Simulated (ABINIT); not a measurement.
# SnSe2: band structure with OLYP

Crystal: SnSe2.

```
Sn Se
1.0
     3.81100    0.00000    0.00000
    -1.90550    3.30042    0.00000
     0.00000    0.00000    6.13600
Sn Se
1 2
Direct
  0.00000 0.00000 0.00000
  0.66667 0.33333 0.75100
  0.33333 0.66667 0.24900
```

```
Program                                         : ABINIT 10.8.3 (patched build)
Task                                            : band structure
Functional                                      : OLYP
Potentials or basis                             : JTH PAW PBE v2.0
Cutoff                                          : 408 eV
k mesh                                          : 8 × 8 × 5
Occupations                                     : fermi-dirac, width 0.05 eV
Spin                                            : no spin polarisation
Fine-grid cutoff                                : 816.342 eV
Exchange and correlation inside the PAW spheres : full angular mesh (pawxcdev 0, this build's default; the released program takes 1)
```

```json
{
 "Largest force": "0.414 eV/Å",
 "Band gap on the k mesh": "1.00 eV, indirect (least direct gap 1.39 eV)",
 "Valence electrons inside the program's atomic spheres": "Sn 11.91; Se 3.99"
}
```

Forces in eV/Å, atoms in the order of the input:
```
Sn   0.000  0.000  0.000
Se   0.000  0.000 -0.414
Se   0.000  0.000  0.414
```

Levels at the corners of the path, in eV from the valence-band top:
| point | band 9 | band 10 | band 11 | band 12 | band 13 | band 14 | band 15 | band 16 | band 17 | band 18 |
| --- | --- | --- | --- | --- | --- | --- | --- | --- | --- | --- |
| Γ | -0.71 | -0.71 | -0.42 | -0.42 | -0.05 | 1.34 | 3.20 | 4.76 | 4.76 | 8.41 |
| M | -4.40 | -2.83 | -2.65 | -1.10 | -0.33 | 1.27 | 4.07 | 5.63 | 5.80 | 7.36 |
| K | -3.64 | -3.64 | -3.30 | -1.45 | -1.45 | 1.61 | 6.75 | 6.75 | 7.28 | 7.82 |
| Γ | -0.71 | -0.71 | -0.42 | -0.42 | -0.05 | 1.34 | 3.20 | 4.76 | 4.76 | 8.41 |
| A | -1.91 | -0.80 | -0.80 | -0.27 | -0.27 | 2.54 | 3.18 | 4.51 | 4.51 | 8.52 |
| L | -4.81 | -2.49 | -1.98 | -0.80 | -0.69 | 1.01 | 4.56 | 5.13 | 6.08 | 6.43 |
| H | -4.11 | -4.11 | -3.63 | -0.39 | -0.39 | 2.59 | 5.01 | 5.01 | 6.48 | 8.83 |
| A | -1.91 | -0.80 | -0.80 | -0.27 | -0.27 | 2.54 | 3.18 | 4.51 | 4.51 | 8.52 |

Wall time 94 s on 1 thread of Arm Neoverse V1, with other jobs on the host, peak memory 0.13 GiB.

Caveat: the PAW data sets were made with another functional, which shifts forces and pressure a little; spin-orbit coupling is left out, which moves the levels of the heavy elements; an odd mesh through Γ misses points on the zone boundary, where band edges often lie.
